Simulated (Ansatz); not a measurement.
V under changes of volume

One of the cells (13.872 Å³/atom); the others are scaled copies at fixed shape and fractional positions:

```
V
1.0
     2.60429    0.00000    0.00000
    -1.30215    2.25538    0.00000
     0.00000    0.00000    4.72334
V
2
Direct
  0.33333 0.66667 0.25000
  0.66667 0.33333 0.75000
```

This isn't the form of V at room conditions, which is bcc.

* Program: Ansatz 0.2.0
* Functional: LDA
* Potentials or basis: all-electron LAPW, scalar-relativistic
* Cutoff: 261 eV (chosen from the basis error)
* Basis error allowed: 0.001 eV/atom
* k mesh: 12 × 12 × 6
* Occupations: fermi-dirac, width 0.05 eV
* Spin: collinear spin, ferromagnetic start
* Starting moments: [2.0, 2.0] μB

| volume (Å³/atom) | energy over the lowest point (meV/atom) | pressure (GPa) |
| --- | --- | --- |
| 13.039 | 0.00 | -2.4 |
| 13.317 | 7.82 | -6.3 |
| 13.594 | ? | ? |
| 13.872 | 41.92 | -12.9 |
| 14.149 | 66.98 | -15.7 |
| 14.427 | 96.67 | -18.2 |
| 14.704 | 130.52 | -20.5 |

Question: What does the run at 13.594 Å³/atom give?

Answer: Energy over the lowest point 22.01 meV/atom; pressure -9.7 GPa.

Worked out: A Birch-Murnaghan fit of order 3 (a polynomial in V^(-2/3)) to the other rows has its minimum at 12.87 Å³/atom, just outside them, with B0 = V·E''(V) = 202 GPa and B' = 4.0 at fixed shape and positions, which overstates the stiffness. It gives 21.98 meV/atom at 13.594 Å³/atom, against the run's 22.01, and -dE/dV = -9.9 GPa, against -9.7.

Energies are extrapolated to zero smearing.

Caveats: the starting moments weren't kept.
